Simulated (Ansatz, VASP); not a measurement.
## GaAs: VASP beside Ansatz

Contents of POSCAR:

```
GaAs
1.0
    0.0000000000      2.8330850939      2.8330850939
    2.8330850939      0.0000000000      2.8330850939
    2.8330850939      2.8330850939      0.0000000000
Ga As
1 1
Direct
    0.0000000000      0.0000000000      0.0000000000
    0.2500000000      0.2500000000      0.2500000000
```

INCAR.step1

```
SYSTEM = GaAs
PREC     = Accurate       ! precision mode
ENCUT    = 520            ! plane-wave cutoff, eV
ISMEAR   = 0              ! smearing method
SIGMA    = 0.01           ! smearing width, eV
LREAL    = .False.        ! projectors in reciprocal space
LASPH    = .True.         ! aspherical terms in the spheres
NELM     = 100            ! most SCF steps
NBANDS   = 16             ! bands
GGA      = PE             ! functional
ALGO     = Normal         ! electronic algorithm
EDIFF    = 1E-4           ! SCF threshold, eV
LWAVE    = .True.         ! write WAVECAR
LCHARG   = .False.        ! write CHGCAR
```

The input INCAR.step2:

```
SYSTEM = GaAs
PREC     = Accurate       ! precision mode
ENCUT    = 520            ! plane-wave cutoff, eV
EDIFF    = 1E-7           ! SCF threshold, eV
ISMEAR   = 0              ! smearing method
SIGMA    = 0.01           ! smearing width, eV
LREAL    = .False.        ! projectors in reciprocal space
LASPH    = .True.         ! aspherical terms in the spheres
NELM     = 100            ! most SCF steps
ALGO     = Normal         ! electronic algorithm
ISIF     = 2              ! what is computed and relaxed
LWAVE    = .False.        ! write WAVECAR
LCHARG   = .False.        ! write CHGCAR
METAGGA  = R2SCAN         ! meta-GGA
LMIXTAU  = .True.       
NBANDS   = 16             ! bands
ISTART   = 1
```

File KPOINTS:

```
Automatic mesh
0
Gamma
  6 6 6
  0 0 0
```

Input for Ansatz:

```yaml
crystal:
  lattice:
    - [0.0, 2.8330850939, 2.8330850939]
    - [2.8330850939, 0.0, 2.8330850939]
    - [2.8330850939, 2.8330850939, 0.0]
  atoms:
    - { symbol: Ga, position: [0.0, 0.0, 0.0] }
    - { symbol: As, position: [0.25, 0.25, 0.25] }
kpoints:
  mp_grid: { grid: [6, 6, 6] }
hamiltonian:
  xc: r2scan
scf:
  occupations: { method: fixed }
  n_extra_bands: 4
output:
  forces: true
  stress: true
  eigenvalues: true
```

Alike in both runs: task single point; functional r2SCAN; k mesh 6 × 6 × 6; no spin polarisation.

|  | VASP | Ansatz |
| --- | --- | --- |
| version | VASP 6.6.1 | Ansatz 0.2.0 |
| potentials or method | VASP PAW PBE potentials, release 64 (Ga_d, As) | plane waves, PAW |
| plane-wave cutoff (eV) | 520 | 500 |
| occupations | gaussian, width 0.01 eV | fixed |
| valence electrons in the cell | 18 | 28 |

```tsv
	VASP	Ansatz	Ansatz less VASP
gap on the k mesh at the Fermi level (eV)	0.94	0.96	+0.019
pressure (GPa)	0.1	0.0	-0.11
```

The two sets of potentials don't hold the same shells in valence.

Caveats: the PAW data sets were made with another functional, which shifts forces and pressure a little (VASP). A k mesh can miss the band edges.
